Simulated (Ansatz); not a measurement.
# InSb: the cost of one run

Method: DFT PBEsol, scalar-relativistic, plane waves, PAW, in Ansatz 0.2.0.

2 further runs of the same task are left out: 2 set aside as unsound or not needed.

## Step 1: The structure to begin with

It takes space group F-43m (No. 216, cubic). The conventional cell has a = 6.520 Å, b = 6.520 Å, c = 6.520 Å, α = 90.00°, β = 90.00°, γ = 90.00°. In (site symmetry -43m) has 4 Sb at 2.82 Å as nearest neighbours. Sb (site symmetry -43m) has 4 In at 2.82 Å as nearest neighbours.

Structure file:

```cif
data_structure
_symmetry_space_group_name_H-M 'F-43m'
_symmetry_Int_Tables_number 216
_cell_length_a 6.5199
_cell_length_b 6.5199
_cell_length_c 6.5199
_cell_angle_alpha 90.000
_cell_angle_beta 90.000
_cell_angle_gamma 90.000
_cell_volume 277.15
loop_
_atom_site_label
_atom_site_type_symbol
_atom_site_symmetry_multiplicity
_atom_site_Wyckoff_symbol
_atom_site_fract_x
_atom_site_fract_y
_atom_site_fract_z
_atom_site_occupancy
In1 In 4 a 0.00000 0.00000 0.00000 1
Sb1 Sb 4 c 0.25000 0.25000 0.25000 1
```

This cell was relaxed beforehand with the same method: volume 34.64 Å³/atom, gap on the mesh none (metal).

## Step 2: The cell under 12 GPa

What is minimised here is the enthalpy; the energy can go up as the cell is squeezed.

input.yaml

```yaml
crystal:
  lattice:
    - [0.0, 3.2599290654, 3.2599290654]
    - [3.2599290654, 0.0, 3.2599290654]
    - [3.2599290654, 3.2599290654, 0.0]
  atoms:
    - { symbol: In, position: [0.0, 0.0, 0.0] }
    - { symbol: Sb, position: [0.75, 0.75, 0.75] }
basis:
  ecutwfc: 420
kpoints:
  mp_grid: { grid: [12, 12, 12] }
hamiltonian:
  xc: pbesol
scf:
  occupations: { method: fermi_dirac, width: 0.15 }
output:
  forces: true
  stress: true
  eigenvalues: true
  write_density: true
  write_potential: true
  elf: true
  volumetric_format: npy
relax:
  adjacent_minimum: "off"
  f_tol: 0.001
  max_steps: 60
  cell: { stress_tol: 0.02, p_target: 12.0 }
```

Launch:

```bash
$ ansatz run input.yaml --threads 1 --pin off --max-ram 3072MiB --backend cpu --events-out ev --progress --plain --runs-dir out
```

Q: Estimate wall time and peak memory on 1 thread of Intel Xeon at 2.50GHz (Skylake/Cascade Lake), shared host.

About 3.3 min, with a peak of 0.45 GiB.
